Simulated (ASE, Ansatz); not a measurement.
# Supercells of Priceite (P2_1/c), Ca2B5H7O13 (108 atoms): plane waves and support functions

Wanted: cost and convergence against size for Priceite (P2_1/c), Ca2B5H7O13 (108 atoms).

Main program and level: Ansatz 0.2.0; Kohn-Sham DFT, revPBE+D4, PAW (set soft_2), plane waves.

## 1. Starting point

The cell holds 108 atoms: 8 Ca, 20 B, 28 H and 52 O. Its edges and angles: a = 11.580 Å, b = 6.984 Å, c = 12.352 Å, α = 90.0°, β = 110.6°, γ = 90.0°. It derives from Ca2B5H7O13 (P2_1/c), repeated 1×1×1. Ca2B5H7O13, space group P2_1/c, structure from the Crystallography Open Database, 1 x 1 x 1 conventional cells; every coordinate displaced by a Gaussian of 0.02 Å; bonds to H set to neutron lengths (C-H 1.089, N-H 1.015, O-H 0.983, B-H 1.19 Å) where the listed ones are shorter.

## 2. Plane waves, typed cell on a dense mesh

The typed cell on a k-mesh is the yardstick: it samples like Γ on the cell repeated as often as the mesh has points along each axis. Its own convergence isn't tested.

Contents of input.yaml:

```yaml
crystal:
  lattice:
    - [11.58, 0.0, 0.0]
    - [0.0, 6.9844, 0.0]
    - [-4.3405, 0.0, 11.56425]
  atoms:
    - { symbol: Ca, position: [0.01115, 0.75889, 0.58194] }
    - { symbol: Ca, position: [0.99207, 0.25937, 0.9212] }
    - { symbol: Ca, position: [0.99101, 0.24097, 0.42068] }
    - { symbol: Ca, position: [0.00655, 0.73778, 0.07998] }
    - { symbol: Ca, position: [0.3104, 0.24719, 0.37993] }
    - { symbol: Ca, position: [0.69061, 0.74186, 0.12439] }
    - { symbol: Ca, position: [0.69534, 0.75419, 0.62737] }
    - { symbol: Ca, position: [0.30906, 0.25591, 0.8805] }
    - { symbol: B, position: [0.24707, 0.75516, 0.35353] }
    - { symbol: B, position: [0.75142, 0.24669, 0.14434] }
    - { symbol: B, position: [0.74999, 0.24894, 0.64619] }
    - { symbol: B, position: [0.24801, 0.75156, 0.85597] }
    - { symbol: B, position: [0.01616, 0.72682, 0.32614] }
    - { symbol: B, position: [0.9823, 0.22604, 0.17261] }
    - { symbol: B, position: [0.98338, 0.27424, 0.67047] }
    - { symbol: B, position: [0.01762, 0.76989, 0.82886] }
    - { symbol: B, position: [0.18511, 0.53386, 0.48156] }
    - { symbol: B, position: [0.81866, 0.03076, 0.02098] }
    - { symbol: B, position: [0.8184, 0.46572, 0.51757] }
    - { symbol: B, position: [0.1847, 0.96602, 0.97969] }
    - { symbol: B, position: [0.30138, 0.28309, 0.62514] }
    - { symbol: B, position: [0.69552, 0.77906, 0.87224] }
    - { symbol: B, position: [0.69469, 0.72158, 0.37402] }
    - { symbol: B, position: [0.3037, 0.22104, 0.12659] }
    - { symbol: B, position: [0.28449, 0.62402, 0.68806] }
    - { symbol: B, position: [0.70833, 0.11845, 0.80952] }
    - { symbol: B, position: [0.71194, 0.37796, 0.309] }
    - { symbol: B, position: [0.28756, 0.87908, 0.18836] }
    - { symbol: H, position: [0.48929, 0.22142, 0.64345] }
    - { symbol: H, position: [0.51169, 0.72192, 0.85692] }
    - { symbol: H, position: [0.51004, 0.77885, 0.35834] }
    - { symbol: H, position: [0.49393, 0.27559, 0.14482] }
    - { symbol: H, position: [0.31632, 0.99844, 0.70797] }
    - { symbol: H, position: [0.68004, 0.50461, 0.78805] }
    - { symbol: H, position: [0.68451, 0.99562, 0.29168] }
    - { symbol: H, position: [0.31791, 0.50201, 0.20558] }
    - { symbol: H, position: [0.25222, 0.92801, 0.49048] }
    - { symbol: H, position: [0.74215, 0.42712, 0.00951] }
    - { symbol: H, position: [0.74713, 0.06938, 0.5138] }
    - { symbol: H, position: [0.25686, 0.56998, 0.98947] }
    - { symbol: H, position: [0.89316, 0.86618, 0.37672] }
    - { symbol: H, position: [0.10494, 0.36692, 0.12015] }
    - { symbol: H, position: [0.10504, 0.13011, 0.6219] }
    - { symbol: H, position: [0.89263, 0.63197, 0.87736] }
    - { symbol: H, position: [0.89724, 0.53524, 0.23515] }
    - { symbol: H, position: [0.10435, 0.03796, 0.26443] }
    - { symbol: H, position: [0.10503, 0.46209, 0.76324] }
    - { symbol: H, position: [0.89592, 0.96616, 0.73707] }
    - { symbol: H, position: [0.55977, 0.24742, 0.44555] }
    - { symbol: H, position: [0.43849, 0.75116, 0.05148] }
    - { symbol: H, position: [0.43658, 0.75147, 0.55269] }
    - { symbol: H, position: [0.56111, 0.25113, 0.94276] }
    - { symbol: H, position: [0.53916, 0.4804, 0.40049] }
    - { symbol: H, position: [0.46311, 0.97908, 0.10195] }
    - { symbol: H, position: [0.45989, 0.51733, 0.59587] }
    - { symbol: H, position: [0.53731, 0.02216, 0.9036] }
    - { symbol: O, position: [0.50993, 0.34394, 0.39384] }
    - { symbol: O, position: [0.49106, 0.84744, 0.1058] }
    - { symbol: O, position: [0.49528, 0.65252, 0.60579] }
    - { symbol: O, position: [0.51121, 0.15187, 0.89214] }
    - { symbol: O, position: [0.32008, 0.75599, 0.7742] }
    - { symbol: O, position: [0.67744, 0.25053, 0.72482] }
    - { symbol: O, position: [0.67918, 0.24021, 0.224] }
    - { symbol: O, position: [0.32428, 0.74336, 0.27808] }
    - { symbol: O, position: [0.29713, 0.91521, 0.43474] }
    - { symbol: O, position: [0.705, 0.41937, 0.06774] }
    - { symbol: O, position: [0.70307, 0.08427, 0.56565] }
    - { symbol: O, position: [0.29851, 0.58486, 0.93368] }
    - { symbol: O, position: [0.26962, 0.57271, 0.42118] }
    - { symbol: O, position: [0.73155, 0.07172, 0.08314] }
    - { symbol: O, position: [0.73103, 0.4277, 0.58008] }
    - { symbol: O, position: [0.26873, 0.93231, 0.9203] }
    - { symbol: O, position: [0.11674, 0.78524, 0.2847] }
    - { symbol: O, position: [0.88524, 0.28296, 0.21606] }
    - { symbol: O, position: [0.88377, 0.215, 0.71564] }
    - { symbol: O, position: [0.1177, 0.71436, 0.78676] }
    - { symbol: O, position: [0.9805, 0.89384, 0.38892] }
    - { symbol: O, position: [0.02386, 0.39545, 0.11318] }
    [... 24 atom lines left out ...]
    - { symbol: O, position: [0.59455, 0.7504, 0.4121] }
    - { symbol: O, position: [0.40938, 0.251, 0.09062] }
    - { symbol: O, position: [0.32885, 0.43419, 0.71543] }
    - { symbol: O, position: [0.67254, 0.93372, 0.78287] }
    - { symbol: O, position: [0.66853, 0.56851, 0.28431] }
    - { symbol: O, position: [0.33051, 0.06659, 0.21521] }
kpoints:
  mp_grid: { grid: [2, 4, 2] }
hamiltonian:
  xc: revpbe
  dispersion: d4
scf:
  occupations: { method: gaussian, width: 0.025 }
output:
  forces: true
  stress: true
  populations: true
  dos:
    method: { smearing: { sigma: 0.08 } }
    de: 0.1
    projected: { site_lists: { B: [B], Ca: [Ca], H: [H], O: [O] } }
  eigenvalues: true
```

Launch:

```
$ ansatz run input.yaml --threads 32 --pin off --max-ram 143360MiB --backend cuda --events-out ev --progress --plain --runs-dir out
```

Numbers of over 12 decimals in the logs are rounded to 6 here.

The program printed:

```text
Engine: ansatz 0.2.0, aarch64-unknown-linux-gnu
Pseudopotentials: kind: paw
Pseudopotential: Ca, paw, valence charge 10, recommended cutoff 420 eV (normal), Ca.paw.azcp
Pseudopotential: B, paw, valence charge 3, recommended cutoff 420 eV (normal), B.paw.azcp
Pseudopotential: H, paw, valence charge 1, recommended cutoff 420 eV (normal), H.paw.azcp
Pseudopotential: O, paw, valence charge 6, recommended cutoff 420 eV (normal), O.paw.azcp
[... 5 lines on functional and potentials left out ...]
device memory: the entry about to start is reckoned to put 38.3 GiB on a device that reports 182.5 GiB free
GPU FFT provider: cuFFT
GPU libraries: cuBLAS 13.8.1, cuFFT 12.4.0, cuSOLVER 12.3.2
GPU matrix products: emulated (plane waves: as basis.precision tells), large ones in fixed point in workspaces of 1.00 GiB
Crystal: 108 atoms, lattice volume = 935.309 Å³
Basis set: ecut = 420 eV, 18309 PW (Γ), exchange–correlation on 160×96×180 points (8 copies of the dense FFT grid, shifted against one another)
Bands: 348, of which v1, the nominal top of the filled ones, is band 240 counted from 1 (239 counted from 0)
Symmetry: 1 space group operations
Space group: P1 (ITA 1), of the structure as read, at distance tolerance 9.8e-5 Å
k-points: 12 of 16 (time reversal used)
[... 12 lines on functional and potentials left out ...]
Initial density: superposition of atomic densities (neutral atoms: chi_scale 0, normalization atom), corrected by the library's trained network
Initial wavefunctions: pseudopotential atomic-orbital guess
GPU buffer pool allocated for 345600 grid points (all kernels)
GPU transforms: local potential and band sums: pruned to the plane-wave sphere, on 80×48×90
Functional: x = revpbe(κ = 1.245, μ = 0.219515), c = pbe(β = 0.066725)
SCF iter   1: F=—  HF=-47825.227859 eV  |F-HF|=—  |Δ(HF+E_count)|=         —  Δρ=4.57e-3  dr2=1.62e-1  ethr=1.77e-3  ⟨swp⟩=7.0  Hψ=19973  notcnv=0  defer=979
preconditioner: auto → Resta (q_TF=auto, 2.441 Å⁻¹)  ε∞=3.1  [insulator: Δε(μ)=5.445 eV  Ē_g=17.992 eV  σ=0.025 eV  W_gap=1.00  n_scr=236 (ndim 8)  ℏωp=26.2 eV  f_vac=0.090  D(μ)=0.00/eV (n_scr^D=0)  ε∞_Penn≈3.1]
SCF iter   2: F=—  HF=-47825.206226 eV  |F-HF|=—  |Δ(HF+E_count)|=   2.16e-2  Δρ=2.27e-3  dr2=2.68e-2  ethr=3.37e-5  ⟨swp⟩=2.6  Hψ=7985  notcnv=0  defer=1234
SCF iter   3: F=—  HF=-47825.206400 eV  |F-HF|=—  |Δ(HF+E_count)|=   1.74e-4  Δρ=8.43e-4  dr2=6.63e-3  ethr=5.59e-6  ⟨swp⟩=2.0  Hψ=4729  notcnv=0  defer=1234
SCF iter   4: F=—  HF=-47825.209050 eV  |F-HF|=—  |Δ(HF+E_count)|=   2.65e-3  Δρ=2.08e-4  dr2=3.68e-4  ethr=1.38e-6  ⟨swp⟩=2.0  Hψ=4862  notcnv=0  defer=1234
SCF iter   5: F=—  HF=-47825.208288 eV  |F-HF|=—  |Δ(HF+E_count)|=   7.62e-4  Δρ=1.26e-4  dr2=1.08e-4  ethr=7.66e-8  ⟨swp⟩=2.0  Hψ=5726  notcnv=0  defer=1234
SCF iter   6: F=—  HF=-47825.208330 eV  |F-HF|=—  |Δ(HF+E_count)|=   4.20e-5  Δρ=3.01e-5  dr2=8.26e-6  ethr=2.25e-8  ⟨swp⟩=2.2  Hψ=5062  notcnv=0  defer=1234
SCF iter   7: F=—  HF=-47825.209831 eV  |F-HF|=—  |Δ(HF+E_count)|=   1.50e-3  Δρ=1.12e-5  dr2=1.01e-6  ethr=1.72e-9  ⟨swp⟩=2.7  Hψ=6536  notcnv=0  defer=1234
SCF iter   8: F=—  HF=-47825.209833 eV  |F-HF|=—  |Δ(HF+E_count)|=   1.65e-6  Δρ=6.27e-6  dr2=2.82e-7  ethr=2.10e-10  ⟨swp⟩=2.5  Hψ=6102  notcnv=0  defer=1234
SCF iter   9: F=-47825.209833 eV  HF=-47825.209833 eV  |F-HF|=3.20e-8  |Δ(HF+E_count)|=   1.52e-7  Δρ=1.39e-6  dr2=1.66e-8  ethr=2.08e-11  ⟨swp⟩=17.6  Hψ=27797  notcnv=0
SCF 1 converged in 9 iterations: F = -47825.209833 eV  dr2 = 1.66e-8
  greatest PAW one-centre occupation: 0.995 electrons in one spin orbital (limit 2), on the Ca atom at site 6 (counted from 0), in its partial waves of l = 0
SCF converged after 9 iterations
Free energy (F): -47825.209833 eV
Harris-Foulkes:  -47825.209833 eV  (|F-HF|=3.20e-8)
Internal energy: -47825.209833 eV  (E = F + TS)
E sigma→0 (E₀):  -47825.209833 eV
Fermi energy:    6.810117 eV
--- Per-component energies (eV) ---
  E_band       = -2669.886541
  E_kinetic    = 12849.993803
  E_local      = -32028.693415  (includes V_loc(G=0)·N_el)
  E_nonlocal   = 3239.347037
  E_hartree    = 11557.630441
  E_xc         = -5865.277422
  E_vxc        = -7383.320438  (∫ρ·V_xc dr)
  E_paw        = -16800.490547  (= ΣΔE_a)
  E_vpaw       = -2462.566371  (= ΣTr[D̂ρ^β])
  E_aug_tail   = 0.097488  (compensation charges beyond the density's cutoff)
  E_ewald      = -20751.037982
  E_disp       = -25.497240  (pairwise vdW)
  E_core_change = -1.281996  (= ΣΔE_core)
  E_smearing   = -0.000000  (= −TS)
  E_closure    = -0.000000  (closes the sum)
  Σ components = -47825.209833   (vs F -47825.209833, Δ=0.00e0)
--- Forces (eV/Å), atoms counted from 1 ---
[... 108 lines of forces left out ...]
  max |Σ_I F_I| component: 1.77e-5 eV/Å
--- Stress (GPa, compression-positive) ---
        2.208247      -0.566203       0.909920
       -0.566198      -0.864049       0.184960
        0.909928       0.184960       1.725381
  P = ⅓ Tr σ = 1.0232 GPa (10.232 kbar)
--- Band table (eV; the first three rows and the last of 12) ---
--- Löwdin populations: 108 sites ---
  site symbol       q [e]
[... 108 lines, one an atom, left out ...]
  spilling = 0.009840 (of n_electrons = 480.000000)
```

The job ended after 4.5 s (1 × NVIDIA GB200 with 32 threads of Arm Neoverse V2, shared host; peak memory 2.6 GiB; 44 s of CPU time).

In the SCF lines HF is the Harris–Foulkes energy and dr2 the Hartree energy of the density residual, in eV; the loop may stop once dr2 is under the threshold and the program's other checks hold. Hψ counts applications of the Hamiltonian.

That memory is the host's; the program planned up to 38.3 GiB on the GPU. Forces of this run were stored rounded, and per-atom blocks of the log weren't kept.

Read from the output:

```
free energy                                      : -47825.2098 eV
free energy per atom                             : -442.8260 eV/atom
SCF cycles                                       : 9
pressure                                         : 1.023 GPa
r.m.s. force component                           : 0.7476 eV/Å
longest force                                    : 3.263 eV/Å
Fermi energy                                     : 6.81 eV
gap (highest filled to lowest empty level) : 5.412 eV
spilling of the projection                       : 0.00984
```

The r.m.s. force component of 0.75 eV/Å sets the scale for the differences below.

## 3. Plane waves, 108 atoms

The typed cell is solved at Γ alone, the coarsest sampling of the series.

input.yaml, the sections that differ from step 2:

```yaml
kpoints:
  mp_grid: { grid: [1, 1, 1] }
output:
  forces: true
  eigenvalues: true
# crystal, hamiltonian, scf: as in step 2
```

The program printed:

```text
[...]
GPU FFT provider: cuFFT
GPU libraries: cuBLAS 13.8.1, cuFFT 12.4.0, cuSOLVER 12.3.2
[...]
Crystal: 108 atoms, lattice volume = 935.309 Å³
Basis set: ecut = 420 eV, 18309 PW (Γ), exchange–correlation on 160×96×180 points (8 copies of the dense FFT grid, shifted against one another)
Bands: 348, of which v1, the nominal top of the filled ones, is band 240 counted from 1 (239 counted from 0)
Symmetry: 1 space group operations
[...]
k-points: 1
[...]
GPU buffer pool allocated for 345600 grid points (all kernels)
[...]
SCF iter   1: F=—  HF=-47824.651280 eV  |F-HF|=—  |Δ(HF+E_count)|=         —  Δρ=4.95e-3  dr2=1.88e-1  ethr=1.77e-3  ⟨swp⟩=7.0  Hψ=1651  notcnv=0  defer=82
[...]
SCF iter   3: F=—  HF=-47824.624144 eV  |F-HF|=—  |Δ(HF+E_count)|=   1.04e-3  Δρ=9.07e-4  dr2=7.50e-3  ethr=6.21e-6  ⟨swp⟩=2.0  Hψ=392  notcnv=0  defer=34
automatic band count: iteration 3 solves 278 bands in place of 348: the levels show a gap, and the empty bands left out lie too high to hold charge; the band table lists the bands solved (type scf.n_extra_bands for more)
SCF iter   4: F=—  HF=-47824.627018 eV  |F-HF|=—  |Δ(HF+E_count)|=   2.87e-3  Δρ=2.12e-4  dr2=3.95e-4  ethr=1.56e-6  ⟨swp⟩=2.0  Hψ=404  notcnv=0  defer=34
[...]
SCF iter   9: F=-47824.628246 eV  HF=-47824.628246 eV  |F-HF|=3.38e-8  |Δ(HF+E_count)|=   1.74e-7  Δρ=1.30e-6  dr2=1.52e-8  ethr=2.08e-11  ⟨swp⟩=14.0  Hψ=1335  notcnv=0
SCF 1 converged in 9 iterations: F = -47824.628246 eV  dr2 = 1.52e-8
[...]
SCF converged after 9 iterations
Free energy (F): -47824.628246 eV
[...]
Internal energy: -47824.628246 eV  (E = F + TS)
E sigma→0 (E₀):  -47824.628246 eV
Fermi energy:    6.818312 eV
[...]
Σ components = -47824.628246   (vs F -47824.628246, Δ=0.00e0)
--- Forces (eV/Å), atoms counted from 1 ---
[... 108 lines of forces left out ...]
  max |Σ_I F_I| component: 1.91e-5 eV/Å
--- Band table (eV) ---
[... left out ...]
```

Elapsed: 2.1 s, on 1 × NVIDIA GB200 with 32 threads; peak memory 1.3 GiB.

That memory is the host's; the program planned up to 3.7 GiB on the GPU.

The energy lies 5.39 meV/atom above the dense-mesh reference.

## 4. Support functions, 108 atoms

The typed cell is solved at Γ alone, now in support functions.

This step: Kohn-Sham DFT, revPBE+D4, PAW (set soft_2), localised support functions (medium) (Ansatz 0.2.0).

input.yaml: that of step 3 with these lines changed.

```diff
@@ -14,2 +14,4 @@
   occupations: { method: gaussian, width: 0.025 }
+  eigensolver: { kind: { support_functions: { accuracy: medium } } }
+  max_iter: 150
 output:
```

The program printed:

```text
Warning: scf.eigensolver.kind.support_functions: disabling space-group detection — the functions' gradient is summed over unrotated k-points, so no spatial operation reduces the k-mesh or symmetrises the density; time reversal is kept, so that k and −k are solved as one point where they differ and the mesh holds both, and exact exchange and, on two spinor components, a DFT+U term hold to it where the run has them: [...]
Warning: basis.ecutwfc = 464 eV, auto-derived: no grid that the accuracy of the support functions lays serves the files at the lower one that their records recommend; a deck with other species or settings can derive another value
settings of this run that can trade accuracy for cost: scf.eigensolver.kind.support_functions [...]
[...]
GPU FFT provider: cuFFT
GPU libraries: cuBLAS 13.8.1, cuFFT 12.4.0, cuSOLVER 12.3.2
[...]
Crystal: 108 atoms, lattice volume = 935.309 Å³
Basis set: ecut = 464 eV, 21223 PW (Γ), exchange–correlation on 180×120×180 points (8 copies of the dense FFT grid, shifted against one another)
Bands: 288, of which v1, the nominal top of the filled ones, is band 240 counted from 1 (239 counted from 0)
Symmetry: 1 space group operations
k-points: 1
[...]
GPU buffer pool allocated for 486000 grid points (all kernels)
Eigensolver: Support functions (medium, 72×48×72 points, laid for a spacing of at most 0.183426 Å, radius 3.289462 Å, 2 species' potentials softened for the grid, 4 wholly corrected for its errors in the mean over positions, 4 with the egg-box correction, energy correction by exact trace)
[...]
SCF iter   1: F=—  HF=-47814.638170 eV  |F-HF|=—  |Δ(HF+E_count)|=         —  Δρ=1.04e-1  dr2=1.00e2  ethr=1.00e-1
[...]
SCF iter  11: F=—  HF=-47825.157987 eV  |F-HF|=—  |Δ(HF+E_count)|=   2.15e-3  Δρ=2.19e-5  dr2=5.41e-6  ethr=1.00e-8  κ⁻¹=8.3e-7(r=7)
SCF iter  12: F=-47825.159565 eV  HF=-47825.159563 eV  |F-HF|=1.24e-6  |Δ(HF+E_count)|=   1.58e-3  Δρ=9.68e-6  dr2=1.14e-6  ethr=1.13e-9
SCF 1 converged in 12 iterations: F = -47825.175922 eV  dr2 = 1.14e-6
[...]
SCF converged after 12 iterations
Stability not checked: this state was not tested for a lower state beside it, because the mixer in use, unlike msr1, does not test its closes by its own steps (another_mixer; see scf.mixing.algorithm and scf.lower_state_search)
Free energy (F): -47825.175922 eV
[...]
Internal energy: -47825.175922 eV  (E = F + TS)
E sigma→0 (E₀):  -47825.175922 eV
Fermi energy:    6.818466 eV
[...]
Σ components = -47825.175922   (vs F -47825.175922, Δ=0.00e0)
--- Forces (eV/Å), atoms counted from 1 ---
[... 108 lines of forces left out ...]
  max |Σ_I F_I| component: 2.50e-3 eV/Å
--- Band table (eV) ---
[... left out ...]
```

Elapsed: 5.7 s, on 1 × NVIDIA GB200 with 32 threads; peak memory 1.2 GiB; 47 s of CPU time.

That memory is the host's; the program planned up to 3.5 GiB on the GPU.

The program notes that the band table was not solved further than the SCF left it and it switched symmetry off.

The energy lies 0.314 meV/atom above the dense-mesh reference, and 5.1 meV/atom below plane waves of the same size, an offset between the two bases that leaves the sampling error alike.

## 5. Plane waves, 216 atoms

The cell is repeated and solved at Γ in plane waves, whose cost grows towards the cube of the size.

This step: Kohn-Sham DFT, revPBE+D4, PAW (set soft_2), plane waves (Ansatz 0.2.0).

input.yaml, the sections that differ from step 4:

```yaml
crystal:
  lattice:
    - [11.58, 0.0, 0.0]
    - [0.0, 6.9844, 0.0]
    - [-4.3405, 0.0, 11.56425]
  atoms:
    [... the 108 atom lines of step 2 ...]
  supercell: [1, 2, 1]
scf:
  occupations: { method: gaussian, width: 0.025 }
# kpoints, hamiltonian, output: as in step 4
```

The job ended after 3.6 s (1 × NVIDIA GB200 with 32 threads; peak memory 1.5 GiB).

That memory is the host's; the program planned up to 5.9 GiB on the GPU.

The program repeats the typed cell 1×2×1 times, 216 atoms in all; totals in the log are those of the whole repeated cell, and force differences are taken after averaging over the copies of each atom.

It converged in 9 SCF cycles; the log is left out.

The energy lies 0.152 meV/atom above the dense-mesh reference.

## 6. Support functions, 216 atoms

The repeated cell is solved at Γ in support functions.

This step: Kohn-Sham DFT, revPBE+D4, PAW (set soft_2), localised support functions (medium) (Ansatz 0.2.0).

input.yaml: that of step 5 with these lines changed.

```diff
@@ -15,2 +15,4 @@
   occupations: { method: gaussian, width: 0.025 }
+  eigensolver: { kind: { support_functions: { accuracy: medium } } }
+  max_iter: 150
 output:
```

Wall time 7.7 s (1 × NVIDIA GB200 with 32 threads); peak memory 1.5 GiB.

That memory is the host's; the program planned up to 5.5 GiB on the GPU.

The program repeats the typed cell 1×2×1 times, 216 atoms in all; totals in the log are those of the whole repeated cell, and force differences are taken after averaging over the copies of each atom.

It converged in 12 SCF cycles; the log is left out.

The energy lies 4.96 meV/atom below the dense-mesh reference, and 5.1 meV/atom below plane waves of the same size, an offset between the two bases that leaves the sampling error alike.

[end of part 1 of 2]

[Logs are printed without paths, hosts, clocks, repeated set-up lines and the standing remarks that a program may print on its own settings, such as how far it seeks lower states.]

[Hosts, paths, dates, database ids (printed as entryN), source tags and the programs' standing remarks are cut or masked in the printed files.]
